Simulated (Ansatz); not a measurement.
**One relaxed cell of Al2ZnO4 at several levels**

A database entry relaxed whole under r2SCAN at zero pressure (Fd-3m, No. 227):

```xyz
14
Lattice="0.0000 4.0388 4.0388 4.0388 0.0000 4.0388 4.0388 4.0388 0.0000" Properties=species:S:1:pos:R:3 pbc="T T T"
Al    1.0097    1.0097    1.0097
Al    1.0097    3.0291    3.0291
Al    3.0291    3.0291    1.0097
Al    3.0291    1.0097    3.0291
Zn    6.0582    6.0582    6.0582
Zn    4.0388    4.0388    4.0388
O     7.1822    7.1822    7.1822
O     2.9149    5.1628    5.1628
O     4.9343    4.9343    7.1822
O     5.1628    2.9149    5.1628
O     7.1822    4.9343    4.9343
O     2.9149    2.9149    2.9149
O     4.9343    7.1822    4.9343
O     5.1628    5.1628    2.9149
```

Its volume is 9.41 Å³ an atom, -0.3 % against the entry's 9.44, a cell as deposited in COD (2009).

Single points on this cell with plane-wave PAW DFT (Ansatz 0.2.0; r2SCAN 500 eV, hybrids 420 eV; fermi-dirac occupations of width 0.020 eV; no moments): r2SCAN on a 6×6×6 Γ-centred mesh; HSE06 on a 4×4×4 Γ-centred mesh; PBE0 on a 4×4×4 Γ-centred mesh.

Q: What does each level give for gap and charges?

A: The runs give:

```json
{"level": "r2SCAN", "gap (eV), or kind": "4.77", "pressure (GPa)": "0.0", "Bader charge of Al (e)": "+2.59", "Bader charge of Zn (e)": "+1.34", "Bader charge of O (e)": "-1.63"}
{"level": "HSE06", "gap (eV), or kind": "5.99", "pressure (GPa)": "0.1", "Bader charge of Al (e)": "+2.58", "Bader charge of Zn (e)": "+1.35", "Bader charge of O (e)": "-1.63"}
{"level": "PBE0", "gap (eV), or kind": "6.72", "pressure (GPa)": "0.0", "Bader charge of Al (e)": "+2.58", "Bader charge of Zn (e)": "+1.35", "Bader charge of O (e)": "-1.63"}
```

Under r2SCAN the gap is 4.77 eV, over mesh and band path. HSE06 moves it by +1.22 eV and PBE0 by +1.95 eV; PBE0 keeps its exact exchange at long range, which widens the gap over HSE06's by 0.73 eV on their common mesh.

Caveats: the relaxation kept the start's symmetry; HSE06 is read on its mesh and at the zone's corners, PBE0 on its mesh alone; hybrid pressures are good to a few tenths of a GPa; pressure is positive in compression.
